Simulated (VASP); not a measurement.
Wanted: the native input for a VASP 6.6.1 run.

```yaml
Task: single point
Functional: PBEsol-based global hybrid
Potentials_or_basis: VASP PAW PBE potentials, release 64 (Ga_d, N)
Cutoff: 520 eV
k_mesh: 6 × 6 × 6
Occupations: fermi-dirac, width 0.05 eV
Spin: no spin polarisation
Dipole_correction: no
Exchange_at_q_=_0: truncated
Grid_for_exact_exchange_PRECFOCK: Normal
Share_of_exact_exchange: 0.25
Further_INCAR_settings: ALGO = Normal; EDIFF = 1e-06; NBANDS = 16
```

The system is GaN.

```
Ga N
1.0
     0.00000    2.25350    2.25350
     2.25350    0.00000    2.25350
     2.25350    2.25350    0.00000
Ga N
1 1
Cartesian
  0.0000 0.0000 0.0000
  1.1268 1.1268 1.1268
```

The cell is a database's computed one.

One way to write it, as run:

POSCAR

```
GaN
1.0
    0.0000000000      2.2535006075      2.2535006075
    2.2535006075      0.0000000000      2.2535006075
    2.2535006075      2.2535006075      0.0000000000
Ga N
1 1
Direct
    0.0000000000      0.0000000000      0.0000000000
    0.2500000000      0.2500000000      0.2500000000
```

INCAR.step1

```
PREC = Accurate ; ENCUT = 520
EDIFF = 1E-5 ; ISMEAR = -1
SIGMA = 0.05 ; LREAL = F
LASPH = T ; NELM = 100
ALGO = Normal ; ISIF = 2
LWAVE = T ; NBANDS = 16
GGA = PE
```

INCAR.step2

```
PREC = Accurate ; ENCUT = 520
EDIFF = 1E-6 ; ISMEAR = -1
SIGMA = 0.05 ; LREAL = F
LASPH = T ; NELM = 100
ALGO = Normal ; ISIF = 2
LWAVE = F ; LCHARG = T
GGA = PS ; LHFCALC = T
AEXX = 0.25 ; PRECFOCK = Normal
HFRCUT = -1 ; LELF = T
LVHAR = T ; NBANDS = 16
ISTART = 1
```

KPOINTS

```
Automatic mesh
0
Gamma
  6 6 6
```

Potentials or basis: VASP PAW PBE potentials, release 64 (Ga_d, N).

Launch:

```console
$ cat potpaw_PBE.64/Ga_d/POTCAR potpaw_PBE.64/N/POTCAR > POTCAR
$ cp INCAR.step1 INCAR
$ mpirun -np 1 vasp_std > vasp.out
$ cp INCAR.step2 INCAR
$ mpirun -np 1 vasp_std > vasp.out
```

Results of the run:

```
Pressure               : -5.8 GPa
Band gap on the k mesh : 3.64 eV, direct
```

Caveat: the PAW data sets were made with another functional, which shifts forces and pressure a little.

It took 24 min on 1 thread of AMD EPYC 7R13 Processor (Zen 3), on a shared host, peak memory 0.13 GiB.
